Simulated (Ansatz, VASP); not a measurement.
**W in VASP and in Ansatz**

INCAR

```
SYSTEM = W
PREC = Accurate
ENCUT = 520
EDIFF = 1E-6
ISMEAR = 0
SIGMA = 0.15
LREAL = .FALSE.
LASPH = .TRUE.
NELM = 100
ALGO = Fast
ISIF = 2
LWAVE = .FALSE.
LCHARG = .FALSE.
GGA = PS
NBANDS = 13
```

The input KPOINTS:

```
regular mesh
0
G
  20 20 20
  0 0 0
```

File POSCAR:

```
W
1.0
    0.0000000000      2.0300000000      2.1112000000
    2.0300000000      0.0000000000      2.1112000000
    2.0300000000      2.0300000000      0.0000000000
W
1
Direct
    0.0000000000      0.0000000000      0.0000000000
```

Input for Ansatz:

```yaml
crystal:
  lattice:
    - [0.0, 2.03, 2.1112]
    - [2.03, 0.0, 2.1112]
    - [2.03, 2.03, 0.0]
  atoms:
    - { symbol: W, position: [0.0, 0.0, 0.0] }
basis:
  ecutwfc: 420
kpoints:
  mp_grid: { grid: [20, 20, 20] }
hamiltonian:
  xc: pbesol
scf:
  occupations: { method: gaussian, width: 0.15 }
output:
  forces: true
  stress: true
  eigenvalues: true
```

Change from the starting cell: strain +0.0400 x Voigt [0, 0, 1, 0, 0, 0], atoms carried along.

Alike in both runs: task single point; functional PBEsol; k mesh 20 × 20 × 20; occupations gaussian, width 0.15 eV; no spin polarisation.

|  | VASP | Ansatz |
| --- | --- | --- |
| version | VASP 6.6.1 | Ansatz 0.2.0 |
| potentials or method | VASP PAW PBE potentials, release 64 (W_sv) | scalar-relativistic, plane waves, PAW |
| plane-wave cutoff (eV) | 520 | 420 |
| valence electrons in the cell | 14 | 14 |

Ansatz gave:

```
gap on the k mesh at the Fermi level (eV)       : none
pressure (GPa)                                  : -21.6
largest component of the traceless stress (GPa) : 5.89
```

Q: Estimate VASP's values.

A: gap on the k mesh at the Fermi level (eV): none; pressure (GPa): -21.3; largest component of the traceless stress (GPa): 5.91.

A gap of «none» marks a metal or a gap that the smearing closes.

Caveats: so large a pressure means that the cell lies far from this level's equilibrium, or that cutoff or potentials fall short (VASP); the potentials were made for another functional, which shifts forces and pressure (VASP). The runs have no spin-orbit coupling, so splittings on W are missing.
